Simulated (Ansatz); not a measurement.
CdSe:

```
Cd Se
1.0
     0.00000    2.87396    2.87396
     2.87396    0.00000    2.87396
     2.87396    2.87396    0.00000
Cd Se
1 1
Direct
  0.00000 0.00000 0.00000
  0.50000 0.50000 0.50000
```

Measurements of this composition are mostly on another form, of space group No. 186.

```yaml
Program: Ansatz 0.2.0
Task: relaxation of cell and atoms
Functional: HSE03
Potentials_or_basis: Ansatz PAW
Cutoff: "420 eV (not typed: the program's choice for these potentials)"
k_mesh: 4 × 4 × 4
Occupations: fermi-dirac, width 0.05 eV
Spin: no spin polarisation
```

At the start: volume 23.74 Å³/atom.

Task: How do energy, volume and symmetry change on relaxing?

Result: It ends after 4 steps and the volume is 23.24 Å³/atom (-2.1 %); space group Fm-3m (No. 225, to 0.05 Å).

Step by step:
```csv
step,energy change (eV),largest force (eV/Å),volume (Å³)
1,0.0000,0.0000,47.48
2,-0.0036,0.0000,45.75
3,-0.0053,0.0000,46.48
4,-0.0044,0.0000,46.48
```

Final structure:
```
CELL_PARAMETERS angstrom
0.00000 2.85365 2.85365
2.85365 0.00000 2.85365
2.85365 2.85365 0.00000
ATOMIC_POSITIONS crystal
Cd 0.00000 0.00000 0.00000
Se 0.50000 0.50000 0.50000
```

Caveat: the k mesh is coarse (spacing up to 0.47 Å⁻¹), so the values aren't converged, least of all with exact exchange; the plane-wave basis is chosen anew once the cell has moved, so the energies of steps on either side of that aren't comparable; the PAW data sets come from PBE, with cores solved anew for the run's functional, which leaves a small shift of forces and pressure.
